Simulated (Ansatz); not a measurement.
SiNi:

```xyz
4
Lattice="2.9428 0.0000 0.0000 0.0000 3.2803 0.0000 0.0000 0.0000 4.6774" Properties=species:S:1:pos:R:3 pbc="T T T"
Ni    1.4714    1.6402    1.6020
Ni    0.0000    0.0000    3.0754
Si    1.4714    1.6402    3.9438
Si    0.0000    0.0000    0.7337
```

The cell is a database's computed one.

- Program: Ansatz 0.2.0
- Task: relaxation of cell and atoms
- Functional: LDA
- Potentials or basis: Ansatz PAW
- Cutoff: 420 eV (not typed: the program's choice for these potentials)
- k mesh: 9 × 8 × 6
- Occupations: fermi-dirac, width 0.05 eV
- Spin: collinear spin, ferromagnetic start
- Starting moments: [1.0, 1.0, 0.0, 0.0] μB
- Hubbard terms: Ni d U = 3 eV

At the start: volume 11.29 Å³/atom.

Problem. How do energy, volume and symmetry change on relaxing?

Solution. It ends after 7 steps and the volume is 10.99 Å³/atom (-2.6 %); space group Pmmn (No. 59, to 0.05 Å); moment 0.00 μB per cell.

Step by step:
| step | energy change (eV) | largest force (eV/Å) | volume (Å³) |
| --- | --- | --- | --- |
| 1 | 0.0000 | 0.2888 | 45.15 |
| 2 | -0.0201 | 0.1845 | 44.50 |
| 3 | -0.0270 | 0.0145 | 43.92 |
| 4 | -0.0271 | 0.0055 | 43.96 |
| 5 | -0.0271 | 0.0027 | 43.97 |
| 6 | -0.0265 | 0.0027 | 43.97 |
| 7 | -0.0265 | 0.0027 | 43.97 |

Final structure:
```
CELL_PARAMETERS angstrom
2.91387 0.00000 0.00000
0.00000 3.26497 0.00000
0.00000 0.00000 4.62165
ATOMIC_POSITIONS crystal
Ni 0.50000 0.50000 0.34327
Ni 0.00000 0.00000 0.65673
Si 0.50000 0.50000 0.84023
Si 0.00000 0.00000 0.15977
```

Caveat: the magnetic or orbital state may not be the lowest; the plane-wave basis is chosen anew once the cell has moved, so the energies of steps on either side of that aren't comparable; the PAW data sets come from PBE, with cores solved anew for the run's functional, which leaves a small shift of forces and pressure; the U is typed as a test and isn't derived for this compound; the starting moments weren't kept.
